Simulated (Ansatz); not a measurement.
# Hf3AlN4: the cost of one run

Computed with Ansatz 0.2.0 (DFT PBE, scalar-relativistic, plane waves, PAW, unless a step's input says otherwise).

## Step 1: The structure to begin with

It takes space group P-6m2 (No. 187, hexagonal). Conventional cell: a = 3.381 Å, b = 3.381 Å, c = 11.687 Å, α = 90.00°, β = 90.00°, γ = 120.00°. Hf (site symmetry -6m2) is surrounded by 6 N at 2.44 Å. Hf (site symmetry 3m) is surrounded by 6 N at 2.44 Å. Around Al (site symmetry -6m2) lie 6 N at 2.44 Å. N (site symmetry 3m) has 6 Hf at 2.44 Å as nearest neighbours. Around N (site symmetry 3m) lie 3 Hf at 2.44 Å and 3 Al at 2.44 Å.

Structure file:

```cif
data_structure
_symmetry_space_group_name_H-M 'P 1'
_symmetry_Int_Tables_number 1
_cell_length_a 3.3807
_cell_length_b 3.3807
_cell_length_c 11.6867
_cell_angle_alpha 90.000
_cell_angle_beta 90.000
_cell_angle_gamma 120.000
_cell_volume 115.68
loop_
_atom_site_label
_atom_site_type_symbol
_atom_site_fract_x
_atom_site_fract_y
_atom_site_fract_z
_atom_site_occupancy
Hf1 Hf 0.66667 0.33333 0.50000 1
Hf2 Hf 0.33333 0.66667 0.75000 1
Hf3 Hf 0.33333 0.66667 0.25000 1
Al1 Al 0.66667 0.33333 0.00000 1
N1 N 0.00000 0.00000 0.62500 1
N2 N 0.00000 0.00000 0.12500 1
N3 N 0.00000 0.00000 0.87500 1
N4 N 0.00000 0.00000 0.37500 1
```

The start is an ordering of an alloy on its end members' structure types: elements ordered on the sites of the HfN type, Hf/Al on Hf (P-6m2, No. 187).

## Step 2: The guess as it stands, on a coarse mesh

Input file input.yaml:

```yaml
crystal:
  lattice:
    - [3.38071412, 0.0, 0.0]
    - [-1.69035706, 2.92778431, 0.0]
    - [0.0, 0.0, 11.6867137]
  atoms:
    - { symbol: Hf, position: [0.66666667, 0.33333333, 0.5] }
    - { symbol: Hf, position: [0.33333333, 0.66666667, 0.75] }
    - { symbol: Hf, position: [0.33333333, 0.66666667, 0.25] }
    - { symbol: Al, position: [0.66666667, 0.33333333, 0.0] }
    - { symbol: "N", position: [0.0, 0.0, 0.625] }
    - { symbol: "N", position: [0.0, 0.0, 0.125] }
    - { symbol: "N", position: [0.0, 0.0, 0.875] }
    - { symbol: "N", position: [0.0, 0.0, 0.375] }
basis:
  ecutwfc: 420
kpoints:
  mp_grid: { grid: [6, 6, 2] }
hamiltonian:
  xc: pbe
scf:
  occupations: { method: gaussian, width: 0.1 }
  lower_state_search: "off"
output:
  forces: true
  stress: true
  eigenvalues: true
```

Command:

```
$ ansatz run input.yaml --threads 1 --pin off --max-ram 2560MiB --backend cpu --events-out ev --progress --plain --runs-dir out
```

Q: Estimate wall time and peak memory on 1 thread of Intel Xeon Platinum 8259CL at 2.50GHz (Skylake/Cascade Lake), shared host.

About 9.3 s, with a peak of 0.44 GiB.
